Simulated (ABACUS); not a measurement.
A run of ABACUS 3.10.1:

INPUT

```
INPUT_PARAMETERS
suffix              Bi
calculation         cell-relax
basis_type          pw
pseudo_dir          ./
symmetry            1
dft_functional      pbe
ecutwfc             40
pseudo_rcut         10
nspin               1
nbands              12
ks_solver           dav
smearing_method     fd
smearing_sigma      0.00367493
scf_thr             1e-08
scf_nmax            100
mixing_type         broyden
mixing_beta         0.7
cal_force           1
cal_stress          1
ecutrho             320
relax_nmax          60
force_thr_ev        0.01
relax_method        cg
out_stru            1
stress_thr          0.2
kpar                4
```

The input STRU:

```
ATOMIC_SPECIES
Bi 208.9804 bi_pbe_v1.uspp.F.UPF

LATTICE_CONSTANT
6.4854235633

LATTICE_VECTORS
-0.5773502692 0.5773502692 0.5773502692
0.5773502692 -0.5773502692 0.5773502692
0.5773502692 0.5773502692 -0.5773502692

ATOMIC_POSITIONS
Cartesian

Bi
0.0
1
0.0000000000 0.0000000000 0.0000000000 1 1 1
```

KPT

```
K_POINTS
0
Gamma
7 7 7 0 0 0
```

Potentials or basis: GBRV ultrasoft 1.5 PBE, plane waves.

Launch:

```console
$ OMP_NUM_THREADS=1 mpirun -np 4 abacus > log
```

Hardware: 4 MPI ranks on Intel(R) Xeon(R) Platinum 8488C (Sapphire Rapids), on a shared host.

Q: Estimate the wall time of this run.

A: Run time: 16 s on 4 MPI ranks on Intel(R) Xeon(R) Platinum 8488C (Sapphire Rapids), on a shared host, peak memory 0.52 GiB a rank. Counts: scf iterations 15, k points 20, bands 12, ion steps 3, ranks 4.
